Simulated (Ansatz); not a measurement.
# Sn: the cost of one run

Method: DFT r2SCAN, scalar-relativistic, plane waves, PAW, in Ansatz 0.2.0.

## (1) Starting point

Symmetry: R-3m, No. 166, trigonal system. Conventional cell: a = 4.519 Å, b = 4.519 Å, c = 12.570 Å, α = 90.00°, β = 90.00°, γ = 120.00°. Sn (site symmetry 3m) is surrounded by 3 Sn at 3.02 Å.

Coordinates:

```
Sn
1.0
     2.25953    1.30454    4.19002
    -2.25953    1.30454    4.19002
     0.00000   -2.60908    4.19002
Sn
2
Direct
  0.22754 0.22754 0.22754
  0.77246 0.77246 0.77246
```

(A quick probe on a coarse mesh, which set the mesh and smearing, is not shown.)

## (3) Rough relaxation on the coarse mesh

File input.yaml:

```yaml
crystal:
  lattice:
    - [2.2595264257, 1.3045381901, 4.1900208549]
    - [-2.2595264257, 1.3045381901, 4.1900208549]
    - [0.0, -2.6090763802, 4.1900208549]
  atoms:
    - { symbol: Sn, position: [0.22754, 0.22754, 0.22754] }
    - { symbol: Sn, position: [0.77246, 0.77246, 0.77246] }
basis:
  ecutwfc: 500
kpoints:
  mp_grid: { grid: [6, 6, 6] }
hamiltonian:
  xc: r2scan
scf:
  occupations: { method: gaussian, width: 0.1 }
  lower_state_search: "off"
output:
  forces: true
  stress: true
  eigenvalues: true
relax:
  adjacent_minimum: "off"
  f_tol: 0.04
  max_steps: 70
  cell: { stress_tol: 0.4 }
```

What time and memory should one allow on 1 thread of an Arm CPU, shared host?

About 75 s, with a peak of 0.56 GiB.
